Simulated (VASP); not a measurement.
# Cu2O (Pn-3m) in VASP: notebook

The runs below take Cu2O through single point, with PBE.

Program: VASP 6.6.1. These are calculated values, not measurements. Logs are shortened: lines on timing, memory, paths and dates and some standing lists are left out, and cuts for length are marked.

**The experiment to reproduce.**

From “Importance of surface oxygen vacancies for ultrafast hot carrier relaxation and transport in Cu2O”, 2021, arxiv:2103.03167, for a bulk crystal of Cu2O: band gap 2.17 eV (direct).

The results are compared with them further down.

**1. Starting point**

The structure is cubic, space group Pn-3m (No. 224). Conventional cell: a = 4.308 Å, b = 4.308 Å, c = 4.308 Å, α = 90.00°, β = 90.00°, γ = 90.00°. Around Cu (site symmetry -3m) lie 2 O at 1.87 Å. Around O (site symmetry -43m) lie 4 Cu at 1.87 Å.

**2. Single point, PBE, collinear spin, ferromagnetic start**

INCAR

```
SYSTEM = Cu2O
PREC = Accurate
ENCUT = 520
EDIFF = 1E-7
ISMEAR = 0
SIGMA = 0.02
LREAL = .False.
LASPH = .True.
NELM = 120
ALGO = Normal
ISIF = 2
LWAVE = .False.
LCHARG = .False.
ISPIN = 2
MAGMOM = 1 1 1 1 0 0
LORBIT = 11
LMAXMIX = 4
GGA = PE
KPAR = 8
```

KPOINTS

```
Automatic mesh
0
Gamma
  8 8 8
  0 0 0
```

POSCAR

```
Cu2O                                    
1.0
    4.3079303309      0.0000000000      0.0000000000
   -0.0000000000      4.3079303309      0.0000000000
    0.0000000000      0.0000000000      4.3079303309
  Cu              O             
     4     2
Direct
     0.2500000000000000    0.2500000000000000    0.2500000000000000
     0.2500000000000000    0.7500000000000000    0.7500000000000000
     0.7500000000000000    0.7500000000000000    0.2500000000000000
     0.7500000000000000    0.2500000000000000    0.7500000000000000
     0.0000000000000000    1.0000000000000000    1.0000000000000000
     0.5000000000000000    0.5000000000000000    0.5000000000000000
```

Potentials or basis: VASP PAW PBE potentials, release 64 (Cu, O).

On the command line:

```sh
$ cat potpaw_PBE.64/Cu/POTCAR potpaw_PBE.64/O/POTCAR > POTCAR
$ mpirun -np 8 vasp_std > vasp.out
```

OUTCAR:

```text
SYSTEM = Cu2O
   PREC = Accurate
   ENCUT = 520
   EDIFF = 1E-7
   ISMEAR = 0
   LREAL = .False.
   LASPH = .True.
   NELM = 120
   ISIF = 2
   ISPIN = 2
   LORBIT = 11
   GGA = PE

 ion  position               nearest neighbor table
   1  0.250  0.250  0.250-   5 1.87   6 1.87
   2  0.250  0.750  0.750-   5 1.87   6 1.87
   3  0.750  0.750  0.250-   5 1.87   6 1.87
   4  0.750  0.250  0.750-   5 1.87   6 1.87
   5  0.000  0.000  0.000-   1 1.87   2 1.87   3 1.87   4 1.87
   6  0.500  0.500  0.500-   1 1.87   2 1.87   3 1.87   4 1.87

  LATTYP: Found a simple cubic cell.
 ALAT       =     4.3079303309

  Lattice vectors:

 A1 = (   4.3079303309,   0.0000000000,   0.0000000000)
 A2 = (   0.0000000000,   4.3079303309,   0.0000000000)
 A3 = (   0.0000000000,   0.0000000000,   4.3079303309)

Analysis of symmetry for initial positions (statically):
=====================================================================
 Subroutine PRICEL returns:
 Original cell was already a primitive cell.

 Routine SETGRP: Setting up the symmetry group for a
 simple cubic supercell.

 Subroutine GETGRP returns: Found 48 space group operations
 (whereof 24 operations were pure point group operations)
 out of a pool of 48 trial point group operations.

The static configuration has the point symmetry T_d .
 The point group associated with its full space group is O_h .

Analysis of symmetry for dynamics (positions and initial velocities):
=====================================================================
 Subroutine PRICEL returns:
 Original cell was already a primitive cell.

 Routine SETGRP: Setting up the symmetry group for a
 simple cubic supercell.

 Subroutine GETGRP returns: Found 48 space group operations
 (whereof 24 operations were pure point group operations)
 out of a pool of 48 trial point group operations.

The dynamic configuration has the point symmetry T_d .
 The point group associated with its full space group is O_h .

Analysis of structural, dynamic, and magnetic symmetry:
=====================================================================
 Subroutine PRICEL returns:
 Original cell was already a primitive cell.

 Routine SETGRP: Setting up the symmetry group for a
 simple cubic supercell.

 Subroutine GETGRP returns: Found 48 space group operations
 (whereof 24 operations were pure point group operations)
 out of a pool of 48 trial point group operations.

The overall configuration has the point symmetry T_d .
 The point group associated with its full space group is O_h .

 Subroutine INISYM returns: Found 48 space group operations
 (whereof 24 operations are pure point group operations),
 and found     1 'primitive' translations

----------------------------------------------------------------------------------------

                                     Primitive cell

  volume of cell :      79.9477

  direct lattice vectors                    reciprocal lattice vectors
     4.307930331  0.000000000  0.000000000     0.232130031  0.000000000  0.000000000
     0.000000000  4.307930331  0.000000000     0.000000000  0.232130031  0.000000000
     0.000000000  0.000000000  4.307930331     0.000000000  0.000000000  0.232130031

  length of vectors
     4.307930331  4.307930331  4.307930331     0.232130031  0.232130031  0.232130031

  position of ions in fractional coordinates (direct lattice)
     0.250000000  0.250000000  0.250000000
     0.250000000  0.750000000  0.750000000
     0.750000000  0.750000000  0.250000000
     0.750000000  0.250000000  0.750000000
     0.000000000  0.000000000  0.000000000
     0.500000000  0.500000000  0.500000000

  ion indices of the primitive-cell ions
   primitive index   ion index
                 1           1
                 2           2
                 3           3
                 4           4
                 5           5
                 6           6

----------------------------------------------------------------------------------------

 KPOINTS: Automatic mesh

Automatic generation of k-mesh.
 Grid dimensions read from file:
 generate k-points for:    8    8    8

[... 43 lines left out ...]
  0.500000  0.375000  0.125000     24.000000
 [... further k-points ...]
   k-points           NKPTS =     35   k-points in BZ     NKDIM =     35   number of bands    NBANDS=     35
   number of dos      NEDOS =    301   number of ions     NIONS =      6
   total plane-waves  NPLWV =  32768
   dimension x,y,z NGX =    32 NGY =   32 NGZ =   32
   dimension x,y,z NGXF=    64 NGYF=   64 NGZF=   64
   ions per type =               4   2
   NGX,Y,Z   is equivalent  to a cutoff of  12.35, 12.35, 12.35 a.u.
   NGXF,Y,Z  is equivalent  to a cutoff of  24.70, 24.70, 24.70 a.u.
 SYSTEM =  Cu2O
   PREC   = accura    normal or accurate (medium, high low for compatibility)
   ISTART =      0    job   : 0-new  1-cont  2-samecut
   ICHARG =      2    charge: 1-file 2-atom 10-const
   ISPIN  =      2    spin polarized calculation?
   LNONCOLLINEAR =      F non collinear calculations
   LSORBIT =      F    spin-orbit coupling
   LASPH  =      T    aspherical Exc in radial PAW
   ENCUT  =  520.0 eV  38.22 Ry    6.18 a.u.   8.01  8.01  8.01*2*pi/ulx,y,z
   NELM   =    120;   NELMIN=  2; NELMDL= -5     # of ELM steps
   EDIFF  = 0.1E-06   stopping-criterion for ELM
   LREAL  =      F    real-space projection
   EDIFFG = 0.1E-05   stopping-criterion for IOM
   NSW    =      0    number of steps for IOM
   IBRION =     -1    ionic relax: 0-MD 1-quasi-New 2-CG
   NFREE  =      0    steps in history (QN), initial steepest desc. (CG)
   ISIF   =      2    stress and relaxation
   ISYM   =      2    0-nonsym 1-usesym 2-fastsym
   POTIM  = 0.5000    time-step for ionic-motion
   TEBEG  =    0.0;   TEEND  =   0.0 temperature during run
   PSTRESS=    0.0 pullay stress
   NELECT =      56.0000    total number of electrons
   NUPDOWN=      -1.0000    fix difference up-down
   EMIN   =  10.00;   EMAX   =-10.00  energy-range for DOS
   EFERMI =   0.00;   METHOD = LEGACY
   ISMEAR =     0;   SIGMA  =   0.02  broadening in eV -4-tet -1-fermi 0-gaus
   EFERMI_NEDOS =   21; number of points for ismear=-14 and -15
   IALGO  =     38    algorithm
   IMIX   =      4    mixing-type and parameters
     AMIX     =   0.40;   BMIX     =  1.00
     AMIX_MAG =   1.60;   BMIX_MAG =  1.00
  volume/ion in A,a.u.               =      13.32        89.92
  Fermi-wavevector in a.u.,A,eV,Ry     =   1.453903  2.747479 28.760466  2.113835
  Thomas-Fermi vector in A             =   2.571116
   LORBIT       =     11    0 simple, 1 ext, 2 COOP (PROOUT), +10 PAW based schemes
   GGA     = PE    functional components
   LHFCALC =     F    Hartree Fock is set to
   AEXX    =    0.0000 exact exchange contribution
   IVDW    =     0    specifies the selected vdW correction
   LEPSILON=     F    determine dielectric tensor
   LRPA    =     F    only Hartree local field effects (RPA)
 spin polarized calculation
 Gauss-broadening in eV      SIGMA  =   0.02
  energy-cutoff  :      520.00
  volume of cell :       79.95
 maximum number of plane-waves:      2192
   NGX = 17   NGY = 17   NGZ = 17

 number of electron      55.9999981 magnetization      -0.0000076

 number of electron      55.9999981 magnetization       0.0000013

 Free energy of the ion-electron system (eV)
  ---------------------------------------------------
  ext. energy  EPLUGINS =         0.00000000
  ---------------------------------------------------
  free energy    TOTEN  =       -27.28915418 eV

  energy without entropy =      -27.28915418  energy(sigma->0) =      -27.28915418

 E-fermi :   4.5637     XC(G=0): -10.8656

 val. band max:        4.4021473890   @ k =   0.0000   0.0000   0.0000
 cond. band min:       4.8681674752   @ k =   0.0000   0.0000   0.0000
 fundamental gap:      0.4660200862
 Fermi energy:         4.5637209398

 spin component 1

 k-point     1 :       0.0000    0.0000    0.0000
  band No.  band energies     occupation
      1     -15.4836      1.00000
      2     -14.8077      1.00000
      3      -2.5597      1.00000
      4      -2.5597      1.00000
      5      -2.5597      1.00000
      6      -0.2525      1.00000
[... 901 lines left out ...]
     34      10.3207      0.00000
     35      13.4656      0.00000

 [... further k-points ...]

 spin component 2

 k-point     1 :       0.0000    0.0000    0.0000
  band No.  band energies     occupation
      1     -15.4835      1.00000
      2     -14.8076      1.00000
      3      -2.5597      1.00000
      4      -2.5597      1.00000
      5      -2.5597      1.00000
      6      -0.2525      1.00000
[... 901 lines left out ...]
     34      10.3207      0.00000
     35      13.5433      0.00000

 [... further k-points ...]

------------------------ aborting loop because EDIFF is reached ----------------------------------------

  FORCE on cell =-STRESS in cart. coord.  units (eV):
  Direction    XX          YY          ZZ          XY          YZ          ZX
  --------------------------------------------------------------------------------------
  -------------------------------------------------------------------------------------
  Total       -0.0086693     -0.0086693     -0.0086693     -0.0000000      0.0000000      0.0000000
  in kB       -0.1737356     -0.1737356     -0.1737356     -0.0000000      0.0000000      0.0000000
  external PRESSURE =      -0.1737356 kB  Pullay stress =       0.0000000 kB

 VOLUME and BASIS-vectors are now :
 -----------------------------------------------------------------------------
  energy-cutoff  :      520.00
  volume of cell :       79.95
      direct lattice vectors                 reciprocal lattice vectors
     4.307930331  0.000000000  0.000000000     0.232130031  0.000000000  0.000000000
     0.000000000  4.307930331  0.000000000     0.000000000  0.232130031  0.000000000
     0.000000000  0.000000000  4.307930331     0.000000000  0.000000000  0.232130031

 POSITION                                       TOTAL-FORCE (eV/Angst)
 -----------------------------------------------------------------------------------
      1.07698      1.07698      1.07698         0.000000     -0.000000     -0.000000
      1.07698      3.23095      3.23095        -0.000000      0.000000      0.000000
      3.23095      3.23095      1.07698        -0.000000      0.000000      0.000000
      3.23095      1.07698      3.23095        -0.000000      0.000000     -0.000000
      0.00000      0.00000      0.00000         0.000000      0.000000     -0.000000
      2.15397      2.15397      2.15397         0.000000      0.000000     -0.000000
 -----------------------------------------------------------------------------------
    total drift:                               -0.000000      0.000000      0.000000

  FREE ENERGIE OF THE ION-ELECTRON SYSTEM (eV)
  ---------------------------------------------------
  free  energy   TOTEN  =       -27.2891541807 eV

  energy  without entropy=      -27.2891541807  energy(sigma->0) =      -27.28915418

 total charge

# of ion       s       p       d       tot
------------------------------------------
    1        0.414   0.305   9.224   9.943
    2        0.414   0.305   9.224   9.943
    3        0.414   0.305   9.224   9.943
    4        0.414   0.305   9.224   9.943
    5        1.544   3.466   0.000   5.010
    6        1.544   3.466   0.000   5.010
--------------------------------------------------
tot          4.743   8.153  36.896  49.791

 magnetization (x)

# of ion       s       p       d       tot
------------------------------------------
    1        0.000  -0.000   0.000   0.000
    2        0.000  -0.000   0.000   0.000
    3        0.000  -0.000   0.000   0.000
    4        0.000  -0.000   0.000   0.000
    5        0.000   0.000   0.000   0.000
    6        0.000   0.000   0.000   0.000
--------------------------------------------------
tot          0.000   0.000   0.000   0.000
```

Wall time 35 s (8 MPI ranks of Intel Xeon Platinum 8488C (Sapphire Rapids), shared host); peak memory 0.3 GiB.

Results:

| Property | Result |
| --- | --- |
| Free energy | -27.2892 eV |
| Pressure | 0.0 GPa |
| Band gap on the k mesh | 0.47 eV, direct |
| Net moment | 0.00 μB per cell |
| Valence electrons inside the program's atomic spheres | Cu 9.94; O 5.01 |

**3. Single point, PBE, collinear spin, ferromagnetic start (a relaxed cell with its volume scaled by 0.97)**

INCAR is that of step 2.

KPOINTS is that of step 2.

Edit POSCAR of step 2 so:

```diff
@@ -2,5 +2,5 @@
 1.0
-    4.3079303309      0.0000000000      0.0000000000
-   -0.0000000000      4.3079303309      0.0000000000
-    0.0000000000      0.0000000000      4.3079303309
+    4.2644129079      0.0000000000      0.0000000000
+   -0.0000000000      4.2644129079      0.0000000000
+    0.0000000000      0.0000000000      4.2644129079
   Cu              O
```

Potentials or basis: VASP PAW PBE potentials, release 64 (Cu, O).

On the command line:

```sh
$ cat potpaw_PBE.64/Cu/POTCAR potpaw_PBE.64/O/POTCAR > POTCAR
$ mpirun -np 8 vasp_std > vasp.out
```

Run time: 36 s. Hardware: 8 MPI ranks of Intel Xeon Platinum 8488C (Sapphire Rapids), shared host; peak memory 0.31 GiB.

Results (log left out):

```
Free energy                                           : -27.2607 eV
Pressure                                              : 3.6 GPa
Band gap on the k mesh                                : 0.53 eV, direct
Net moment                                            : 0.00 μB per cell
Valence electrons inside the program's atomic spheres : Cu 9.97; O 5.03
```

Levels at points of the mesh, in eV from the valence-band top:
Spin up:
| k point | band 25 | band 26 | band 27 | band 28 | band 29 | band 30 | band 31 | band 32 |
| --- | --- | --- | --- | --- | --- | --- | --- | --- |
| (0.00, 0.00, 0.00) | -1.57 | 0.00 | 0.00 | 0.00 | 0.53 | 1.26 | 1.26 | 7.93 |
| (0.50, 0.00, 0.00) | -1.19 | -1.19 | -0.39 | -0.39 | 2.26 | 2.26 | 4.24 | 4.24 |
| (0.50, 0.50, 0.00) | -1.21 | -1.21 | -0.65 | -0.65 | 1.92 | 1.92 | 3.85 | 3.85 |
| (0.50, 0.50, 0.50) | -0.99 | -0.57 | -0.57 | -0.57 | 2.47 | 2.47 | 2.47 | 4.89 |
Spin down:
```
           k point  band 25  band 26  band 27  band 28  band 29  band 30  band 31  band 32
(0.00, 0.00, 0.00)    -1.57     0.00     0.00     0.00     0.53     1.26     1.26     7.93
(0.50, 0.00, 0.00)    -1.19    -1.19    -0.39    -0.39     2.26     2.26     4.24     4.24
(0.50, 0.50, 0.00)    -1.21    -1.21    -0.65    -0.65     1.92     1.92     3.85     3.85
(0.50, 0.50, 0.50)    -0.99    -0.57    -0.57    -0.57     2.47     2.47     2.47     4.89
```

(Continued in part 2 of 2.)
